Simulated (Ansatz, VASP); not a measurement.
## One calculation of Hf, two programs

```
Hf
1.0
    -1.74645    1.74645    1.74645
     1.74645   -1.74645    1.74645
     1.74645    1.74645   -1.74645
Hf
1
Cartesian
  0.0000 0.0000 0.0000
```

Alike in both runs: functional PBEsol; k mesh 8 × 8 × 8; occupations gaussian, width 0.1 eV; no spin polarisation.

Ansatz relaxed the structure, and its values are those at the end. VASP's run is a single point on that final structure, the one shown.

|  | VASP | Ansatz |
| --- | --- | --- |
| version | VASP 6.6.1 | Ansatz 0.2.0 |
| potentials or method | VASP PAW PBE potentials, release 64 (Hf_pv) | scalar-relativistic, plane waves, PAW |
| plane-wave cutoff (eV) | 520 | 420 |
| valence electrons in the cell | 10 | 26 |

```tsv
	VASP	Ansatz	Ansatz less VASP
gap on the k mesh at the Fermi level (eV)	none	none	-
pressure (GPa)	-0.3	-0.1	+0.25
```

A gap of «none» marks a metal or a gap that the smearing closes. The two sets of potentials don't hold the same shells in valence.

Caveats: the PAW data sets were made with another functional, which shifts forces and pressure a little (VASP). The runs have no spin-orbit coupling, so splittings on Hf are missing.
